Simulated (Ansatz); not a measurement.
# The perfect armchair BP nanoribbon (N = 3, H edges), part 2 of 3

What gap, if any, does the armchair BP nanoribbon (N = 3, H edges) have, and how does it change with the functional and under strain?

Ansatz 0.2.0; DFT PBE, plane waves, PAW; relaxation of a wire's period (the session's first sound run).

So far. Step 2 (Relaxation of atoms and period): The cell's length comes to 5.630 Å with spin left out.

**3. The wire at its relaxed period**

This step: DFT PBE, plane waves, PAW; channels and complex bands of a perfect wire (Ansatz 0.2.0).

At the relaxed period the Bloch states of the perfect wire are found at each energy: those that move forward count the open channels, and those that decay describe how a disturbance dies away inside the wire itself. An energy step of 0.035 eV is under the 0.039 eV that the program asks for its thermal average at 300 K.

The input, input.yaml:

```yaml
crystal:
  lattice:
    - [12.612, 0.0, 0.0]
    - [0.0, 7.0, 0.0]
    - [0.0, 0.0, 5.6301685425]
  atoms:
    - { symbol: B, position: [0.372950339, 0.5, 0.002074094] }
    - { symbol: B, position: [0.627049661, 0.5, 0.002074094] }
    - { symbol: P, position: [0.378201774, 0.5, 0.325529577] }
    - { symbol: P, position: [0.621798226, 0.5, 0.325529577] }
    - { symbol: H, position: [0.281443388, 0.5, 0.450928775] }
    - { symbol: H, position: [0.718556612, 0.5, 0.450928775] }
    - { symbol: B, position: [0.5, 0.5, 0.505634697] }
    - { symbol: P, position: [0.5, 0.5, 0.83938685] }
    - { symbol: H, position: [0.289123107, 0.5, 0.902899432] }
    - { symbol: H, position: [0.710876893, 0.5, 0.902899432] }
kpoints:
  mp_grid: { grid: [1, 1, 15] }
  band_path: { path: ["Γ", Z], npoints: 50 }
scf:
  occupations: { method: fermi_dirac, width: 0.05 }
hamiltonian:
  xc: pbe
output:
  transmission:
    e_range: [-2, 2]
    de: 0.035
    kmesh: [1, 1]
    reduced_basis: true
    leads: [[0, 0]]
  dos: { e_range: [-5, 4] }
  write_potential: true
  write_density: true
  volumetric_format: npy
  elf: true
```

Command:

```bash
> ansatz run input.yaml --threads 4 --pin off --max-ram 16384MiB --backend cpu --events-out ev --progress --plain --runs-dir out
```

Numbers of over 12 decimals in the logs are rounded to 6 here.

What it wrote:

```text
[...]
Crystal: 10 atoms, lattice volume = 497.054 Å³
Basis set: ecut = 420 eV, 9691 PW (Γ)
Bands: 24, of which v1, the nominal top of the filled ones, is band 14 counted from 1 (13 counted from 0)
Symmetry: 4 space group operations
[...]
k-points: 8 of 15 (time reversal used)
[...]
SCF iter   1: F=—  HF=-2797.738989 eV  |F-HF|=—  |Δ(HF+E_count)|=         —  Δρ=1.35e-3  dr2=1.96e-2  ethr=1.77e-3  ⟨swp⟩=9.9  Hψ=1476  notcnv=0  defer=6
[...]
SCF iter   7: F=-2797.754644 eV  HF=-2797.754644 eV  |F-HF|=2.17e-7  |Δ(HF+E_count)|=   1.62e-6  Δρ=2.71e-6  dr2=2.42e-8  ethr=3.57e-10  ⟨swp⟩=14.6  Hψ=1120  notcnv=0
SCF 1 converged in 7 iterations: F = -2797.754644 eV  dr2 = 2.42e-8
[...]
NSCF: frozen V_eff on 51 k-points
transmission: 7 of 42 steps passed
transmission: 14 of 42 steps passed
[...]
transmission: 42 of 42 steps passed
WARN: The output density's exchange-correlation potential varies sharply where the density is thin. Do not read a vacuum level from v_tot or v_xc, or from such a field of the output density. On a cell that repeats whose density bears no net charge and no dipole along the vacuum's axis use v_es (v_loc + v_h of the components); under efield.dipole_correction with no amplitude use v_es + v_field, which holds any externa [...]
Second SCF, for the conductance: iteration 1, dr2 4.352e-8 eV
Second SCF, for the conductance: iteration 2, dr2 2.762e-8 eV
Second SCF, for the conductance: iteration 3, dr2 6.632e-9 eV
transmission: 7 of 42 steps passed
transmission: 14 of 42 steps passed
[...]
transmission: 42 of 42 steps passed
SCF converged after 7 iterations
Free energy (F): -2797.754644 eV
[...]
Internal energy: -2797.754644 eV  (E = F + TS)
E sigma→0 (E₀):  -2797.754644 eV
Entropy (-TS):   -0.000000 eV (-0.000 meV/atom)
Fermi energy:    -2.231868 eV
[...]
--- Band table (eV; the first three rows and the last of 8) ---
  k-point 0: bands = [... 10 lower, -5.4152, -5.3970, -3.9443, -2.9619, -1.5035, 0.0024, 0.6765, 1.1003, ... 6 higher]
  k-point 1: bands = [... 10 lower, -5.4368, -5.4089, -3.9384, -3.0738, -1.3814, -0.0301, 0.6745, 1.1137, ... 6 higher]
  k-point 2: bands = [... 10 lower, -5.4983, -5.4532, -3.9213, -3.3351, -1.0903, -0.1193, 0.6596, 1.1539, ... 6 higher]
  k-point 7: bands = [... 10 lower, -6.0261, -5.2145, -4.7935, -3.7952, -0.6488, 0.5922, 0.7054, 0.9635, ... 6 higher]
--- Transmission ---
  basis      : 773 plane waves across, 7 finite elements along
  points     : 1, standing for a mesh of 1 x 1
  filling    : by a second SCF (3 iterations) under fermi_dirac of width 0.025852 eV on a mesh of 1 x 1 x 28, whose Fermi level is -2.232210 eV
  energies   : 115 from -2.000000 to 1.990000 eV about the Fermi level, 0.035000 eV apart; the leads are filled to 0.000000 eV, and channels, transmission and decay are at -0.005000 eV
  crystal 0  : P3H4B3, at the sites [0, 0], period 5.6302 Å: whole cells are its period
    offset         : up to 0.0000 Å between an atom of the period and one for which it stands
    filled         : 0.2 meV over the level at which it is neutral
    channels       : 0.000000e0 a spin
    conductance    : 9.8972e1 S/m² at 300 K; may be off by some 0.4 % by where its bands' edges are placed, 0.0 % from the distance to neutral
    slowest decay  : 0.1254 /Å at (0.0000, 0.0000)
```

Elapsed: 2.2 min, on 4 threads of Arm Neoverse V1, shared host; peak memory 0.99 GiB; 7.8 min of CPU time.

Numbers from this step:

```yaml
channels_at_the_energy_nearest_the_fermi_level_one_spin: 0
conductance_of_the_lead_as_this_run_defines_it: 1.13e-12 G₀
slowest_decay_in_the_lead_at_the_energy_nearest_the_fermi_level: 0.1254 Å⁻¹
band_gap: 1.458 eV
```

Open channels of the lead, one spin against energy, zero at the Fermi level:

```
energy (eV)  open channels of the lead, one spin
     -2.000                                    1
     -1.790                                    1
     -1.615                                    2
     -1.405                                    1
     -1.195                                    1
     -0.985                                    1
     -0.810                                    1
     -0.600                                    0
     -0.390                                    0
     -0.215                                    0
     -0.005                                    0
      0.205                                    0
      0.415                                    0
      0.590                                    0
      0.800                                    1
      1.010                                    1
      1.185                                    1
      1.395                                    1
      1.605                                    2
      1.815                                    2
```

The slowest values at each energy, most degenerate partners merged, listed up to 1.5 1/Å. Im kz of the slowest decaying states against energy, zero at the Fermi level:

```
energy (eV)  decay 1 (Å⁻¹)  decay 2 (Å⁻¹)  decay 3 (Å⁻¹)  decay 4 (Å⁻¹)
    -2.0000          0.352          0.359          0.424          0.441
    -1.7550          0.192          0.365          0.368          0.447
    -1.5100          0.185          0.374          0.375          0.463
    -1.2650          0.361          0.378          0.383          0.476
    -0.9850          0.381          0.388          0.426          0.486
    -0.7400          0.381          0.391          0.450          0.492
    -0.4950         0.0937          0.380          0.392          0.458
    -0.2500          0.119          0.377          0.391          0.456
    -0.0050          0.125          0.373          0.389          0.445
     0.2400          0.118          0.367          0.385          0.427
     0.4850         0.0925          0.360          0.379          0.401
     0.7650          0.349          0.361          0.370          0.479
     1.0100          0.314          0.338          0.360          0.470
     1.2550          0.246          0.325          0.347          0.460
     1.5000          0.126          0.310          0.332          0.447
     1.7450          0.292          0.314          0.432          0.614
```

The electronic bands at the labelled points (eV, zero at the Fermi level):

```
  point  band 11  band 12  band 13  band 14  band 15  band 16  band 17  band 18
      Γ    -3.18    -3.17    -1.71    -0.73     0.73     2.23     2.91     3.33
halfway    -3.44    -3.44    -1.66    -1.64     1.79     1.89     2.82     3.53
      Z    -3.82    -2.95    -2.61    -1.56     1.58     2.83     2.99     3.18
```

ELF in the ca plane at fractional y = 0.500, with atoms of B and P and H within 0.2 Å of it. It is the smooth field of the valence electrons, not physical close to the nuclei.

Ten even steps from '0' (0.00 × 1e-1) to '9' (9.99 × 1e-1), each cell a mean:
```
0000000000000000
0000000000000000
0000000000000000
1000002320000254
6100047873002799
8300279997006999
9521489998118999
7566469995006999
1588202542002563
3587214763113676
7444479865665689
5200256314983015
6311367535884147
6565458975445798
1588202552002563
3588326763003786
8544489997017999
9411389998107999
8200169995004999
4000026751001687
0000001110000132
0000000000000000
0000000000000000
0000000000000000
```
Columns run along c (5.6 Å), rows up along a (12.6 Å). Atoms in or near the plane, at fractional coordinates: B at (0.00, 0.37), B at (0.00, 0.63), P at (0.33, 0.38), P at (0.33, 0.62), H at (0.45, 0.28), H at (0.45, 0.72), B at (0.51, 0.50), P at (0.84, 0.50), H at (0.90, 0.29), H at (0.90, 0.71).

Valence density in the ca plane at fractional y = 0.500, with atoms of B and P and H within 0.2 Å of it. It is the smooth field of the valence electrons, not physical close to the nuclei.

Ten even steps from '_' (0.0 e/Å³) to '@' (1.3 e/Å³), each cell a mean:
```
________________________________
________________________________
________________________________
________________________________
________________________________
____________......__________....
::..____..::**@@==..______--%%##
++--------++%%##--..____..--%%@@
--******--..--==::________::==++
++++++++--::++++--..____..--++**
==::::::--==####++--------++##**
--..____..::++++==++****==..::==
--........--++**++++++++==--==++
++--------++##**==::..::--==**##
==**####--..--==::..____..::==++
++++++++==--++++::________::++##
==::..::::==%%@@==..____..--@@@@
..________..==**--________::++==
________________________________
________________________________
________________________________
________________________________
________________________________
________________________________
```
Columns run along c (5.6 Å), rows up along a (12.6 Å). Atoms in or near the plane, at fractional coordinates: B at (0.00, 0.37), B at (0.00, 0.63), P at (0.33, 0.38), P at (0.33, 0.62), H at (0.45, 0.28), H at (0.45, 0.72), B at (0.51, 0.50), P at (0.84, 0.50), H at (0.90, 0.29), H at (0.90, 0.71).

Electrostatic potential energy in the ca plane at fractional y = 0.500, with atoms of B and P and H within 0.2 Å of it. With pseudopotentials it is smooth inside the atoms' cores, unlike the true potential.

Ten even steps from '0' (-64 eV) to '9' (2 eV), each cell a mean:
```
9999999999999999
9999999999999999
9999999999999999
9999999999999999
9999999999999999
9999999899999999
9999986369999846
6788645689999866
0375000589999961
2575101589999874
8898766667886457
8999986203761003
8999887324862015
6887535788987777
0375000589999962
2576202689999973
8998776579999846
9999997479999867
9999999999999999
9999999999999999
9999999999999999
9999999999999999
9999999999999999
9999999999999999
```
Columns run along c (5.6 Å; values clipped at the 3rd and 97th percentile), rows up along a (12.6 Å). Atoms in or near the plane, at fractional coordinates: B at (0.00, 0.37), B at (0.00, 0.63), P at (0.33, 0.38), P at (0.33, 0.62), H at (0.45, 0.28), H at (0.45, 0.72), B at (0.51, 0.50), P at (0.84, 0.50), H at (0.90, 0.29), H at (0.90, 0.71).

By hand: a barrier of this wire, of length L, would pass T ∝ exp(−2κL) at this energy; with κ = 0.125 Å⁻¹ one decade takes ln 10 / (2κ) = 9.18 Å.

At the computed energy nearest the Fermi level there are 0 channels a spin, and the thermal average gives 1.1e-12 G₀; the gap is 1.46 eV.

**4. Levels at the same atoms, level LDA, cutoff 420 eV**

This step: DFT LDA, plane waves, PAW; bands of a perfect wire at the PBE geometry (Ansatz 0.2.0).

The atoms stay at the PBE geometry and the functional changes. At fixed atoms LDA and the gradient-corrected functionals usually give like bands; this run checks that. Against the first PBE run of this kind, the mesh along the wire has 11 points against 15.

input.yaml, as its differences from that of step 3:

```diff
@@ -17,3 +17,3 @@
 kpoints:
-  mp_grid: { grid: [1, 1, 15] }
+  mp_grid: { grid: [1, 1, 11] }
   band_path: { path: ["Γ", Z], npoints: 50 }
@@ -22,14 +22,2 @@
 hamiltonian:
-  xc: pbe
-output:
-  transmission:
-    e_range: [-2, 2]
-    de: 0.035
-    kmesh: [1, 1]
-    reduced_basis: true
-    leads: [[0, 0]]
-  dos: { e_range: [-5, 4] }
-  write_potential: true
-  write_density: true
-  volumetric_format: npy
-  elf: true
+  xc: lda
```

What it wrote:

```text
[...]
Crystal: 10 atoms, lattice volume = 497.054 Å³
Basis set: ecut = 420 eV, 9691 PW (Γ)
Bands: 24, of which v1, the nominal top of the filled ones, is band 14 counted from 1 (13 counted from 0)
Symmetry: 4 space group operations
[...]
k-points: 6 of 11 (time reversal used)
[...]
SCF iter   1: F=—  HF=-2687.848039 eV  |F-HF|=—  |Δ(HF+E_count)|=         —  Δρ=3.96e-3  dr2=8.23e-2  ethr=1.77e-3  ⟨swp⟩=10.2  Hψ=1116  notcnv=0  defer=6
[...]
SCF iter   8: F=-2687.846704 eV  HF=-2687.846704 eV  |F-HF|=8.60e-9  |Δ(HF+E_count)|=   8.95e-8  Δρ=8.58e-7  dr2=5.41e-9  ethr=3.57e-10  ⟨swp⟩=7.0  Hψ=483  notcnv=0
SCF 1 converged in 8 iterations: F = -2687.846704 eV  dr2 = 5.41e-9
[...]
SCF converged after 8 iterations
Free energy (F): -2687.846704 eV
[...]
Internal energy: -2687.846704 eV  (E = F + TS)
E sigma→0 (E₀):  -2687.846704 eV
Entropy (-TS):   -0.000000 eV (-0.000 meV/atom)
Fermi energy:    -2.405253 eV
[...]
--- Band table (eV; the first three rows and the last of 6) ---
  k-point 0: bands = [... 10 lower, -5.5345, -5.4870, -4.1102, -3.1066, -1.7044, -0.2034, 0.5671, 1.0044, ... 6 higher]
  k-point 1: bands = [... 10 lower, -5.5534, -5.5289, -4.0987, -3.3085, -1.4848, -0.2652, 0.5564, 1.0331, ... 6 higher]
  k-point 2: bands = [... 10 lower, -5.6433, -5.6409, -4.0670, -3.7199, -1.0223, -0.4226, 0.4994, 1.1172, ... 6 higher]
  k-point 5: bands = [... 10 lower, -6.1262, -5.4090, -4.9285, -3.9544, -0.8741, 0.4408, 0.4661, 0.7593, ... 6 higher]
```

The job ended after 10 s (4 threads; peak memory 0.75 GiB).

Numbers from this step:

```yaml
band_gap: 1.402 eV
```

Electronic bands along the path, in eV, zero at the Fermi level:

```
  point  band 11  band 12  band 13  band 14  band 15  band 16  band 17  band 18
      Γ    -3.13    -3.08    -1.70    -0.70     0.70     2.20     2.97     3.41
halfway    -3.38    -3.35    -1.65    -1.63     1.78     1.84     2.84     3.63
      Z    -3.79    -2.94    -2.60    -1.55     1.52     2.85     2.96     3.13
```

The gap is 1.40 eV, against 1.46 eV under PBE at the relaxed period.

**5. Another level of theory, level PBEsol, cutoff 420 eV**

This step: DFT PBEsol, plane waves, PAW; bands of a perfect wire at the PBE geometry (Ansatz 0.2.0).

The atoms stay at the PBE geometry and the functional changes. At fixed atoms LDA and the gradient-corrected functionals usually give like bands; this run checks that. Against the first PBE run of this kind, the mesh along the wire has 11 points against 15.

input.yaml, as its differences from that of step 4:

```diff
@@ -22,2 +22,2 @@
 hamiltonian:
-  xc: lda
+  xc: pbesol
```

What it wrote:

```text
[...]
Crystal: 10 atoms, lattice volume = 497.054 Å³
Basis set: ecut = 420 eV, 9691 PW (Γ)
Bands: 24, of which v1, the nominal top of the filled ones, is band 14 counted from 1 (13 counted from 0)
Symmetry: 4 space group operations
[...]
k-points: 6 of 11 (time reversal used)
[...]
--- Band table (eV; the first three rows and the last of 6) ---
  k-point 0: bands = [... 10 lower, -5.3832, -5.3671, -3.9653, -2.9740, -1.5396, -0.0297, 0.7017, 1.1677, ... 6 higher]
  k-point 1: bands = [... 10 lower, -5.4080, -5.4044, -3.9541, -3.1735, -1.3215, -0.0898, 0.6937, 1.1929, ... 6 higher]
  k-point 2: bands = [... 10 lower, -5.5200, -5.4975, -3.9234, -3.5824, -0.8587, -0.2429, 0.6428, 1.2653, ... 6 higher]
  k-point 5: bands = [... 10 lower, -5.9914, -5.2693, -4.7886, -3.8149, -0.6836, 0.5745, 0.6397, 0.9362, ... 6 higher]
[key lines of the parts left out:]
SCF converged after 7 iterations
Free energy (F): -2739.433309 eV
Fermi energy:    -2.256540 eV
```

The job ended after 10 s (4 threads; peak memory 0.76 GiB; 39 s of CPU time).

Electronic bands along the path, in eV, zero at the Fermi level:

```
  point  band 11  band 12  band 13  band 14  band 15  band 16  band 17  band 18
      Γ    -3.13    -3.11    -1.71    -0.72     0.72     2.23     2.96     3.42
halfway    -3.39    -3.38    -1.66    -1.64     1.79     1.87     2.84     3.61
      Z    -3.79    -2.95    -2.61    -1.55     1.56     2.84     2.99     3.16
```

The gap is 1.43 eV, against 1.46 eV under PBE at the relaxed period.

**6. Levels at the same atoms, level r2SCAN, cutoff 500 eV**

This step: DFT r2SCAN, plane waves, PAW; bands of a perfect wire at the PBE geometry (Ansatz 0.2.0).

The atoms stay at the PBE geometry and the functional changes. r2SCAN also reads the kinetic-energy density; it often gives larger moments and wider gaps than PBE, at a higher cost. Against the first PBE run of this kind, the cutoff is 500 eV against 420 and the mesh along the wire has 11 points against 15.

input.yaml, as its differences from that of step 5:

```diff
@@ -22,2 +22,2 @@
 hamiltonian:
-  xc: pbesol
+  xc: r2scan
```

What it wrote:

```text
[...]
Crystal: 10 atoms, lattice volume = 497.054 Å³
Basis set: ecut = 500 eV, 12617 PW (Γ), exchange–correlation on 384×216×180 points (64 copies of the dense FFT grid, shifted against one another)
Bands: 24, of which v1, the nominal top of the filled ones, is band 14 counted from 1 (13 counted from 0)
Symmetry: 4 space group operations
[...]
k-points: 6 of 11 (time reversal used)
[...]
--- Band table (eV; the first three rows and the last of 6) ---
  k-point 0: bands = [... 10 lower, -5.7072, -5.6489, -4.1128, -3.0934, -1.4165, 0.1814, 1.1184, 1.5322, ... 6 higher]
  k-point 1: bands = [... 10 lower, -5.7481, -5.6766, -4.1016, -3.2919, -1.1962, 0.1184, 1.0945, 1.5617, ... 6 higher]
  k-point 2: bands = [... 10 lower, -5.8599, -5.7865, -4.0709, -3.7117, -0.7132, -0.0420, 0.9962, 1.6528, ... 6 higher]
  k-point 5: bands = [... 10 lower, -6.3140, -5.4864, -4.9788, -3.9633, -0.5016, 0.8347, 0.8901, 1.2434, ... 6 higher]
[key lines of the parts left out:]
SCF converged after 8 iterations
Free energy (F): -2810.452549 eV
Fermi energy:    -2.254590 eV
```

Elapsed: 22 s, on 4 threads; peak memory 1.5 GiB.

The electronic bands at the labelled points (eV, zero at the Fermi level):

```
  point  band 11  band 12  band 13  band 14  band 15  band 16  band 17  band 18
      Γ    -3.45    -3.39    -1.86    -0.84     0.84     2.44     3.37     3.79
halfway    -3.72    -3.70    -1.81    -1.79     1.96     2.07     3.15     4.02
      Z    -4.09    -3.17    -2.80    -1.71     1.74     3.09     3.24     3.46
```

The gap is 1.68 eV, against 1.46 eV under PBE at the relaxed period.

**7. Another level of theory, level HSE06, cutoff 420 eV**

This step: DFT HSE06, plane waves, PAW; levels of a perfect wire at the PBE geometry (Ansatz 0.2.0).

The atoms stay at the PBE geometry and the functional changes. HSE06 mixes in a quarter of short-range exact exchange, which removes part of the self-interaction that closes gaps; it is dear, so the mesh is thinner and no path is run. Against the first PBE run of this kind, the mesh along the wire has 6 points against 15.

input.yaml, as its differences from that of step 6:

```diff
@@ -17,4 +17,3 @@
 kpoints:
-  mp_grid: { grid: [1, 1, 11] }
-  band_path: { path: ["Γ", Z], npoints: 50 }
+  mp_grid: { grid: [1, 1, 6] }
 scf:
@@ -22,2 +21,2 @@
 hamiltonian:
-  xc: r2scan
+  xc: hse06
```

What it wrote:

```text
exact exchange: scf.exx.singularity resolves to wigner_seitz, which cuts the screened interaction at the faces of the exchange supercell's Wigner-Seitz cell, so that each pair interacts once, at the shortest of its separations (the periodic images that this leaves out come, for a point-like exchange hole, to about 0.041 eV on a filled level). The cut falls within the interaction's reach, and what an exchange supercel [...]
[...]
Crystal: 10 atoms, lattice volume = 497.054 Å³
[...]
E sigma→0 (E₀):  -2799.561343 eV
Fermi energy:    -2.280129 eV
[...]
--- Band table (eV) ---
  k-point 0: bands = [... 10 lower, -6.2607, -6.1672, -4.4218, -3.3015, -1.2588]
  k-point 1: bands = [... 10 lower, -6.3943, -6.2864, -4.3859, -3.8734, -0.6233]
  k-point 2: bands = [... 10 lower, -6.6880, -6.2759, -4.7860, -4.3098, -0.1253]
  k-point 3: bands = [... 10 lower, -6.8946, -5.8525, -5.4169, -4.2693, -0.2935]
  guard bands above this table: 9 of the run's 24 bands. The solve was not asked for them (output.publish_guard_bands: true or output.eigenvalues: true publishes all)
[key lines of the parts left out:]
Free energy (F): -2799.561343 eV
```

Wall time 13 s (4 threads); peak memory 0.95 GiB.

The gap is 2.04 eV, against 1.46 eV under PBE at the relaxed period.

**8. Side by side**

Times are for 4 threads of Arm Neoverse V1, shared host. The runs compared:

```
no.   level  band gap (eV)  time  memory (GiB)
  1     LDA          1.402  10 s          0.75
  2  PBEsol          1.434  10 s          0.76
  3  r2SCAN          1.677  22 s           1.5
  4   HSE06          2.043  13 s          0.95
```

[end of part 2 of 3]

[Logs are printed without paths, hosts, clocks, repeated set-up lines and the standing remarks that a program may print on its own settings, such as how far it seeks lower states.]

[Hosts, paths, dates, database ids (printed as entryN), source tags and the programs' standing remarks are cut or masked in the printed files.]
